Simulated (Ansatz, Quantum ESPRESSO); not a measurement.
# Evanescent states of CaS, rock salt type, lattice constant set to 5.624 Å, part 2 of 4

Aim: how fast states decay in the gap of CaS, rock salt type, lattice constant set to 5.624 Å.

Quantum ESPRESSO 7.5; plane-wave DFT, LDA, GBRV ultrasoft pseudopotentials; cross-check by Ansatz 0.2.0 with PAW datasets.

So far. Step 2 (Ground state): The run needed 11 iterations to bring the estimated error under 1e-09 Ry.

## 3. Complex band structure

Level of this step: complex band structure by pwcond; plane-wave DFT, LDA, GBRV ultrasoft pseudopotentials (Quantum ESPRESSO).

ikind = 0 solves one period of the crystal for all kz, real and complex, at each energy and k across. ewind and epsproj trim the two-dimensional plane-wave basis; nz1 sets the subslabs.

cbs.in reads:

```
&inputcond
  outdir = './out'
  prefixl = 'scf'
  band_file = 'cbs'
  ikind = 0
  ewind = 4.0
  epsproj = 1e-05
  nz1 = 7
  energy0 = 7.44
  denergy = -0.24
/
4
  0.00000000 0.00000000 1.00000000
  0.50000000 0.00000000 1.00000000
  0.50000000 0.50000000 1.00000000
  0.25000000 0.00000000 1.00000000
40
```

Launch:

```console
OMP_NUM_THREADS=1 mpirun -n 2 pwcond.x -in cbs.in > cbs.out
```

Log:

```text
[banner, memory and clock lines left out]
Program PWCOND v.7.5 starts

          URL

     ./out/scf.save/

     IMPORTANT: XC functional enforced from input :
     Exchange-correlation= PZ
                           (   1   1   0   0   0   0   0)
     Any further DFT definition will be discarded
     Please, verify this is what you really want

     Check: negative core charge=   -0.000001
     Reading collected, re-writing distributed wavefunctions

===== INPUT FILE containing the left lead =====

     GEOMETRY:

     lattice parameter (alat)  =       7.5150  a.u.
     the volume                =     600.2091 (a.u.)^3
     the cross section         =      56.4753 (a.u.)^2
     l of the unit cell        =       1.4142 (alat)
     number of atoms/cell      =            4
     number of atomic types    =            2

     crystal axes: (cart. coord. in units of alat)
               a(1) = (  1.0000  0.0000  0.0000 )
               a(2) = (  0.0000  1.0000  0.0000 )
               a(3) = (  0.0000  0.0000  1.4142 )

   Cartesian axes

     site n.     atom                  positions (alat units)
          1        Ca     tau(  1)=(  0.0000  0.0000  1.4142  )
          2        S      tau(  2)=(  0.5000  0.5000  1.4142  )
          3        Ca     tau(  3)=(  0.5000  0.5000  0.7071  )
          4        S      tau(  4)=(  0.0000  0.0000  0.7071  )

     nr1s                      =           32
     nr2s                      =           32
     nr3s                      =           45
     nr1sx                     =           32
     nr2sx                     =           32
     nr3sx                     =           45
     nr1                       =           36
     nr2                       =           36
     nr3                       =           48
     nr1x                      =           36
     nr2x                      =           36
     nr3x                      =           48

 _______________________________
  Radii of nonlocal spheres:

     type       ibeta     ang. mom.          radius (alat units)
       Ca         1         0                    0.2677
       Ca         2         0                    0.2677
       Ca         3         1                    0.2677
       Ca         4         1                    0.2677
       Ca         5         2                    0.2677
       Ca         6         2                    0.2677
       S          1         0                    0.2006
       S          2         0                    0.2006
       S          3         1                    0.2006
       S          4         1                    0.2006
       S          5         2                    0.2006
       S          6         2                    0.2006
----- General information -----

----- Complex band structure calculation -----

     nrx                       =           32
     nry                       =           32
     nz1                       =            7

     energy0               =         7.4E+00
     denergy               =        -2.4E-01
     nenergy               =         40
     ecut2d                =         4.0E+01
     ewind                 =         4.0E+00
     epsproj               =         1.0E-05

     number of k_|| points=    4
                       cryst. coord.
        k(    1) = (   0.0000000   0.0000000), wk =   0.2500000
        k(    2) = (   0.5000000   0.0000000), wk =   0.2500000
        k(    3) = (   0.5000000   0.5000000), wk =   0.2500000
        k(    4) = (   0.2500000   0.0000000), wk =   0.2500000
----- Information about left lead -----

     nocros                   =           36
     noins                    =           36
     norb                     =          108
     norbf                    =          108
     nrz                      =           45

      iorb      type   ibeta   ang. mom.   m       position (alat)
        1        1       1        0        1   taunew(   1)=(  0.0000  0.0000  0.0000)
        2        1       2        0        1   taunew(   2)=(  0.0000  0.0000  0.0000)
        3        1       3        1        1   taunew(   3)=(  0.0000  0.0000  0.0000)
        4        1       3        1        2   taunew(   4)=(  0.0000  0.0000  0.0000)
        5        1       3        1        3   taunew(   5)=(  0.0000  0.0000  0.0000)
        6        1       4        1        1   taunew(   6)=(  0.0000  0.0000  0.0000)
        7        1       4        1        2   taunew(   7)=(  0.0000  0.0000  0.0000)
        8        1       4        1        3   taunew(   8)=(  0.0000  0.0000  0.0000)
        9        1       5        2        1   taunew(   9)=(  0.0000  0.0000  0.0000)
       10        1       5        2        2   taunew(  10)=(  0.0000  0.0000  0.0000)
       11        1       5        2        3   taunew(  11)=(  0.0000  0.0000  0.0000)
       12        1       5        2        4   taunew(  12)=(  0.0000  0.0000  0.0000)
       13        1       5        2        5   taunew(  13)=(  0.0000  0.0000  0.0000)
       14        1       6        2        1   taunew(  14)=(  0.0000  0.0000  0.0000)
       15        1       6        2        2   taunew(  15)=(  0.0000  0.0000  0.0000)
       16        1       6        2        3   taunew(  16)=(  0.0000  0.0000  0.0000)
       17        1       6        2        4   taunew(  17)=(  0.0000  0.0000  0.0000)
       18        1       6        2        5   taunew(  18)=(  0.0000  0.0000  0.0000)
       19        2       1        0        1   taunew(  19)=(  0.5000  0.5000  0.0000)
       20        2       2        0        1   taunew(  20)=(  0.5000  0.5000  0.0000)
       21        2       3        1        1   taunew(  21)=(  0.5000  0.5000  0.0000)
       22        2       3        1        2   taunew(  22)=(  0.5000  0.5000  0.0000)
       23        2       3        1        3   taunew(  23)=(  0.5000  0.5000  0.0000)
       24        2       4        1        1   taunew(  24)=(  0.5000  0.5000  0.0000)
       25        2       4        1        2   taunew(  25)=(  0.5000  0.5000  0.0000)
       26        2       4        1        3   taunew(  26)=(  0.5000  0.5000  0.0000)
       27        2       5        2        1   taunew(  27)=(  0.5000  0.5000  0.0000)
       28        2       5        2        2   taunew(  28)=(  0.5000  0.5000  0.0000)
       29        2       5        2        3   taunew(  29)=(  0.5000  0.5000  0.0000)
       30        2       5        2        4   taunew(  30)=(  0.5000  0.5000  0.0000)
       31        2       5        2        5   taunew(  31)=(  0.5000  0.5000  0.0000)
       32        2       6        2        1   taunew(  32)=(  0.5000  0.5000  0.0000)
       33        2       6        2        2   taunew(  33)=(  0.5000  0.5000  0.0000)
[...]
37        1       1        0        1   taunew(  37)=(  0.5000  0.5000  0.7071)
       38        1       2        0        1   taunew(  38)=(  0.5000  0.5000  0.7071)
       39        1       3        1        1   taunew(  39)=(  0.5000  0.5000  0.7071)
       40        1       3        1        2   taunew(  40)=(  0.5000  0.5000  0.7071)
       41        1       3        1        3   taunew(  41)=(  0.5000  0.5000  0.7071)
       42        1       4        1        1   taunew(  42)=(  0.5000  0.5000  0.7071)
       43        1       4        1        2   taunew(  43)=(  0.5000  0.5000  0.7071)
       44        1       4        1        3   taunew(  44)=(  0.5000  0.5000  0.7071)
       45        1       5        2        1   taunew(  45)=(  0.5000  0.5000  0.7071)
       46        1       5        2        2   taunew(  46)=(  0.5000  0.5000  0.7071)
       47        1       5        2        3   taunew(  47)=(  0.5000  0.5000  0.7071)
       48        1       5        2        4   taunew(  48)=(  0.5000  0.5000  0.7071)
       49        1       5        2        5   taunew(  49)=(  0.5000  0.5000  0.7071)
       50        1       6        2        1   taunew(  50)=(  0.5000  0.5000  0.7071)
       51        1       6        2        2   taunew(  51)=(  0.5000  0.5000  0.7071)
       52        1       6        2        3   taunew(  52)=(  0.5000  0.5000  0.7071)
       53        1       6        2        4   taunew(  53)=(  0.5000  0.5000  0.7071)
       54        1       6        2        5   taunew(  54)=(  0.5000  0.5000  0.7071)
       55        2       1        0        1   taunew(  55)=(  0.0000  0.0000  0.7071)
       56        2       2        0        1   taunew(  56)=(  0.0000  0.0000  0.7071)
       57        2       3        1        1   taunew(  57)=(  0.0000  0.0000  0.7071)
       58        2       3        1        2   taunew(  58)=(  0.0000  0.0000  0.7071)
       59        2       3        1        3   taunew(  59)=(  0.0000  0.0000  0.7071)
       60        2       4        1        1   taunew(  60)=(  0.0000  0.0000  0.7071)
       61        2       4        1        2   taunew(  61)=(  0.0000  0.0000  0.7071)
       62        2       4        1        3   taunew(  62)=(  0.0000  0.0000  0.7071)
       63        2       5        2        1   taunew(  63)=(  0.0000  0.0000  0.7071)
       64        2       5        2        2   taunew(  64)=(  0.0000  0.0000  0.7071)
       65        2       5        2        3   taunew(  65)=(  0.0000  0.0000  0.7071)
       66        2       5        2        4   taunew(  66)=(  0.0000  0.0000  0.7071)
       67        2       5        2        5   taunew(  67)=(  0.0000  0.0000  0.7071)
       68        2       6        2        1   taunew(  68)=(  0.0000  0.0000  0.7071)
       69        2       6        2        2   taunew(  69)=(  0.0000  0.0000  0.7071)
       70        2       6        2        3   taunew(  70)=(  0.0000  0.0000  0.7071)
       71        2       6        2        4   taunew(  71)=(  0.0000  0.0000  0.7071)
       72        2       6        2        5   taunew(  72)=(  0.0000  0.0000  0.7071)
       73        1       1        0        1   taunew(  73)=(  0.0000  0.0000  1.4142)
       74        1       2        0        1   taunew(  74)=(  0.0000  0.0000  1.4142)
       75        1       3        1        1   taunew(  75)=(  0.0000  0.0000  1.4142)
       76        1       3        1        2   taunew(  76)=(  0.0000  0.0000  1.4142)
       77        1       3        1        3   taunew(  77)=(  0.0000  0.0000  1.4142)
       78        1       4        1        1   taunew(  78)=(  0.0000  0.0000  1.4142)
       79        1       4        1        2   taunew(  79)=(  0.0000  0.0000  1.4142)
       80        1       4        1        3   taunew(  80)=(  0.0000  0.0000  1.4142)
       81        1       5        2        1   taunew(  81)=(  0.0000  0.0000  1.4142)
       82        1       5        2        2   taunew(  82)=(  0.0000  0.0000  1.4142)
       83        1       5        2        3   taunew(  83)=(  0.0000  0.0000  1.4142)
       84        1       5        2        4   taunew(  84)=(  0.0000  0.0000  1.4142)
       85        1       5        2        5   taunew(  85)=(  0.0000  0.0000  1.4142)
       86        1       6        2        1   taunew(  86)=(  0.0000  0.0000  1.4142)
       87        1       6        2        2   taunew(  87)=(  0.0000  0.0000  1.4142)
       88        1       6        2        3   taunew(  88)=(  0.0000  0.0000  1.4142)
       89        1       6        2        4   taunew(  89)=(  0.0000  0.0000  1.4142)
       90        1       6        2        5   taunew(  90)=(  0.0000  0.0000  1.4142)
       91        2       1        0        1   taunew(  91)=(  0.5000  0.5000  1.4142)
       92        2       2        0        1   taunew(  92)=(  0.5000  0.5000  1.4142)
       93        2       3        1        1   taunew(  93)=(  0.5000  0.5000  1.4142)
       94        2       3        1        2   taunew(  94)=(  0.5000  0.5000  1.4142)
       95        2       3        1        3   taunew(  95)=(  0.5000  0.5000  1.4142)
       96        2       4        1        1   taunew(  96)=(  0.5000  0.5000  1.4142)
       97        2       4        1        2   taunew(  97)=(  0.5000  0.5000  1.4142)
       98        2       4        1        3   taunew(  98)=(  0.5000  0.5000  1.4142)
       99        2       5        2        1   taunew(  99)=(  0.5000  0.5000  1.4142)
      100        2       5        2        2   taunew( 100)=(  0.5000  0.5000  1.4142)
      101        2       5        2        3   taunew( 101)=(  0.5000  0.5000  1.4142)
      102        2       5        2        4   taunew( 102)=(  0.5000  0.5000  1.4142)
      103        2       5        2        5   taunew( 103)=(  0.5000  0.5000  1.4142)
      104        2       6        2        1   taunew( 104)=(  0.5000  0.5000  1.4142)
      105        2       6        2        2   taunew( 105)=(  0.5000  0.5000  1.4142)
      106        2       6        2        3   taunew( 106)=(  0.5000  0.5000  1.4142)
      107        2       6        2        4   taunew( 107)=(  0.5000  0.5000  1.4142)
      108        2       6        2        5   taunew( 108)=(  0.5000  0.5000  1.4142)
 ngper, shell number =          177          27
 ngper, n2d =          177          87
---  E-Ef =    7.4400000  k =    0.0000000   0.0000000
---  ie =          1  ik =          1
 Nchannels of the left tip =            2
 Right moving states:
   k1(2pi/a)   k2(2pi/a)   E-Ef (eV)
   0.2406120   0.0000000   7.4400000
   0.3930872   0.0000000   7.4400000
 Left moving states:
   k1(2pi/a)   k2(2pi/a)   E-Ef (eV)
  -0.2406120   0.0000000   7.4400000
  -0.3930872   0.0000000   7.4400000

---  E-Ef =    7.2000000  k =    0.0000000   0.0000000
---  ie =          2  ik =          1
 Nchannels of the left tip =            2
 Right moving states:
   k1(2pi/a)   k2(2pi/a)   E-Ef (eV)
   0.1990172   0.0000000   7.2000000
   0.3703420   0.0000000   7.2000000
 Left moving states:
   k1(2pi/a)   k2(2pi/a)   E-Ef (eV)
  -0.1990172   0.0000000   7.2000000
  -0.3703420   0.0000000   7.2000000
[... further energies and points left out ...]
---  E-Ef =   -1.6800000  k =    0.2500000   0.0000000
---  ie =         39  ik =          4
 Nchannels of the left tip =            2
 Right moving states:
   k1(2pi/a)   k2(2pi/a)   E-Ef (eV)
  -0.1557364  -0.0000000  -1.6800000
   0.1909605   0.0000000  -1.6800000
 Left moving states:
   k1(2pi/a)   k2(2pi/a)   E-Ef (eV)
   0.1557364  -0.0000000  -1.6800000
  -0.1909605   0.0000000  -1.6800000

---  E-Ef =   -1.9200000  k =    0.2500000   0.0000000
---  ie =         40  ik =          4
 Nchannels of the left tip =            2
 Right moving states:
   k1(2pi/a)   k2(2pi/a)   E-Ef (eV)
   0.0645995   0.0000000  -1.9200000
  -0.2385030  -0.0000000  -1.9200000
 Left moving states:
   k1(2pi/a)   k2(2pi/a)   E-Ef (eV)
  -0.0645995   0.0000000  -1.9200000
   0.2385030  -0.0000000  -1.9200000

Note: The following floating-point exceptions are signalling: IEEE_UNDERFLOW_FLAG IEEE_DENORMAL
Note: The following floating-point exceptions are signalling: IEEE_UNDERFLOW_FLAG IEEE_DENORMAL
```

The job ended after 2.1 min (2 MPI ranks of Intel Xeon Platinum 8488C (Sapphire Rapids), shared host; peak memory 0.14 GiB; 4.2 min of CPU time).

Read from the output:

```
peak of the smallest κ at the zone centre : 0.219 Å⁻¹
energy of the peak at the zone centre     : 1.92 eV
peak of the smallest κ at (1/2, 0)        : 0.548 Å⁻¹
peak of the smallest κ at (1/2, 1/2)      : 0.263 Å⁻¹
peak of the smallest κ at (1/4, 0)        : 0.383 Å⁻¹
```

K across = (0, 0) in the cell's reciprocal vectors; values within 0.0025 1/Å of each other count once, columns are sorted by size at each energy, a dash where no further value was kept. The Im kz of the slowest decaying states by energy, zero at the highest filled level of the SCF mesh:

| energy (eV) | decay 1 (Å⁻¹) | decay 2 (Å⁻¹) | decay 3 (Å⁻¹) |
| --- | --- | --- | --- |
| -1.92 | 0.357 | 0.861 | 1.12 |
| -1.44 | 0.423 | 0.75 | 1.06 |
| -0.96 | 0.435 | 0.457 | 0.672 |
| -0.48 | 0.477 | 0.848 | 0.912 |
| -0.24 | 0.483 | 0.871 | 0.875 |
| 0.00 | 0.011 | 0.015 | 0.487 |
| 0.24 | 0.11 | 0.24 | 0.49 |
| 0.72 | 0.174 | 0.352 | 0.491 |
| 1.20 | 0.204 | 0.389 | 0.487 |
| 1.68 | 0.217 | 0.369 | 0.395 |
| 2.16 | 0.219 | 0.379 | 0.467 |
| 2.64 | 0.209 | 0.345 | 0.451 |
| 2.88 | 0.201 | 0.32 | 0.441 |
| 3.36 | 0.173 | 0.25 | 0.418 |
| 3.84 | 0.116 | 0.119 | 0.391 |
| 4.32 | 0.196 | 0.238 | 0.357 |
| 4.80 | 0.315 | 0.336 | 0.727 |
| 5.28 | 0.259 | 0.391 | 0.675 |
| 5.76 | 0.164 | 0.314 | 0.424 |
| 6.00 | 0.059 | 0.43 | 0.435 |
| 6.48 | 0.162 | 0.449 | 0.459 |
| 6.96 | 0.243 | 0.284 | 0.453 |
| 7.44 | 0.332 | 0.352 | 0.449 |

K across = (0, 0) in the cell's reciprocal vectors. Re kz of states that move upwards against energy, zero at the highest filled level of the SCF mesh:

| energy (eV) | channel 1 (Å⁻¹) | channel 2 (Å⁻¹) | channel 3 (Å⁻¹) | channel 4 (Å⁻¹) | channel 5 (Å⁻¹) |
| --- | --- | --- | --- | --- | --- |
| -1.92 | -0.497 | - | - | - | - |
| -1.44 | -0.377 | - | - | - | - |
| -1.20 | -0.325 | - | - | - | - |
| -0.72 | -0.228 | 0.393 | 0.393 | - | - |
| -0.48 | -0.477 | -0.477 | -0.178 | - | - |
| 0.00 | - | - | - | - | - |
| 0.24 | - | - | - | - | - |
| 0.72 | - | - | - | - | - |
| 0.96 | - | - | - | - | - |
| 1.44 | - | - | - | - | - |
| 1.92 | - | - | - | - | - |
| 2.16 | 0.192 | - | - | - | - |
| 2.64 | 0.475 | - | - | - | - |
| 2.88 | -0.544 | - | - | - | - |
| 3.36 | -0.364 | - | - | - | - |
| 3.60 | -0.269 | - | - | - | - |
| 4.08 | 0.121 | 0.121 | - | - | - |
| 4.56 | 0.279 | 0.279 | 0.296 | - | - |
| 4.80 | 0.104 | 0.337 | 0.337 | 0.338 | 0.417 |
| 5.28 | -0.505 | -0.376 | 0.193 | 0.442 | 0.442 |
| 5.52 | -0.415 | -0.0863 | 0.226 | 0.493 | 0.493 |
| 6.00 | -0.516 | -0.516 | 0.284 | - | - |
| 6.24 | -0.452 | -0.452 | 0.311 | - | - |
| 6.72 | -0.206 | -0.206 | 0.363 | - | - |
| 6.96 | 0.153 | 0.388 | - | - | - |
| 7.44 | 0.269 | 0.439 | - | - | - |

K across = (1/2, 0) in the cell's reciprocal vectors; values within 0.0025 1/Å of each other count once, columns are sorted by size at each energy, a dash where no further value was kept. The Im kz of the slowest decaying states by energy, zero at the highest filled level of the SCF mesh:

| energy (eV) | decay 1 (Å⁻¹) | decay 2 (Å⁻¹) | decay 3 (Å⁻¹) |
| --- | --- | --- | --- |
| -1.92 | 0.232 | 0.696 | 0.718 |
| -1.68 | 0.21 | 0.604 | 0.656 |
| -1.20 | 0.354 | 1.57 | 2.03 |
| -0.96 | 0.447 | 0.465 | 1.55 |
| -0.72 | 0.488 | 0.56 | 1.52 |
| -0.24 | 0.528 | 0.64 | 1.48 |
| 0.00 | 0.538 | 0.66 | 1.45 |
| 0.24 | 0.545 | 0.672 | 1.43 |
| 0.72 | 0.548 | 0.681 | 1.37 |
| 0.96 | 0.546 | 0.68 | 1.35 |
| 1.20 | 0.542 | 0.677 | 1.32 |
| 1.68 | 0.528 | 0.662 | 1.26 |
| 1.92 | 0.519 | 0.652 | 1.23 |
| 2.16 | 0.507 | 0.639 | 1.20 |
| 2.64 | 0.479 | 0.608 | 1.14 |
| 2.88 | 0.461 | 0.59 | 1.10 |
| 3.36 | 0.417 | 0.545 | 1.03 |
| 3.60 | 0.39 | 0.519 | 0.995 |
| 3.84 | 0.359 | 0.489 | 0.954 |
| 4.32 | 0.273 | 0.417 | 0.866 |
| 4.56 | 0.206 | 0.372 | 0.817 |
| 4.80 | 0.073 | 0.316 | 0.762 |
| 5.28 | 0.079 | 0.113 | 0.134 |
| 5.52 | 0.044 | 0.158 | 0.532 |
| 5.76 | 0.144 | 0.385 | 1.36 |
| 6.24 | 0.103 | 0.341 | 0.344 |
| 6.48 | 0.174 | 0.446 | 1.25 |
| 6.72 | 0.043 | 0.208 | 0.497 |
| 7.20 | 0.124 | 0.235 | 0.549 |
| 7.44 | 0.218 | 0.235 | 0.563 |

K across = (1/2, 1/2) in the cell's reciprocal vectors; values within 0.0025 1/Å of each other count once, columns are sorted by size at each energy, a dash where no further value was kept. Im kz of the slowest decaying states against energy, zero at the highest filled level of the SCF mesh:

| energy (eV) | decay 1 (Å⁻¹) | decay 2 (Å⁻¹) | decay 3 (Å⁻¹) |
| --- | --- | --- | --- |
| -1.92 | 0.201 | 1.15 | 1.65 |
| -1.44 | 1.16 | 1.61 | 1.96 |
| -0.96 | 1.16 | 1.57 | 1.92 |
| -0.48 | 0.196 | 0.2 | 1.16 |
| -0.24 | 0.232 | 0.244 | 1.16 |
| 0.00 | 0.252 | 0.274 | 1.15 |
| 0.24 | 0.262 | 0.297 | 1.15 |
| 0.72 | 0.258 | 0.326 | 1.13 |
| 1.20 | 0.227 | 0.342 | 1.11 |
| 1.68 | 0.162 | 0.348 | 1.09 |
| 2.16 | 0.347 | 1.07 | 1.22 |
| 2.64 | 0.34 | 1.04 | 1.15 |
| 2.88 | 0.334 | 1.03 | 1.11 |
| 3.36 | 0.318 | 0.999 | 1.03 |
| 3.84 | 0.295 | 0.937 | 0.963 |
| 4.32 | 0.264 | 0.828 | 0.924 |
| 4.80 | 0.22 | 0.693 | 0.879 |
| 5.28 | 0.148 | 0.498 | - |
| 5.76 | 0.152 | 0.769 | 1.15 |
| 6.00 | 0.131 | 0.736 | 1.09 |
| 6.48 | 0.657 | 0.883 | 0.888 |
| 6.96 | 0.189 | 0.265 | 0.544 |
| 7.44 | 0.395 | 0.481 | 0.947 |

(Continued in part 3 of 4.)

[Logs are printed without paths, hosts, clocks, repeated set-up lines and the standing remarks that a program may print on its own settings, such as how far it seeks lower states.]

[Hosts, paths, dates, database ids (printed as entryN), source tags and the programs' standing remarks are cut or masked in the printed files.]

[Maps of the electrostatic potential energy from Ansatz leave out the sawtooth potential of an applied field or a dipole correction, so their vacuum need not be flat; planar profiles and work functions include it.]
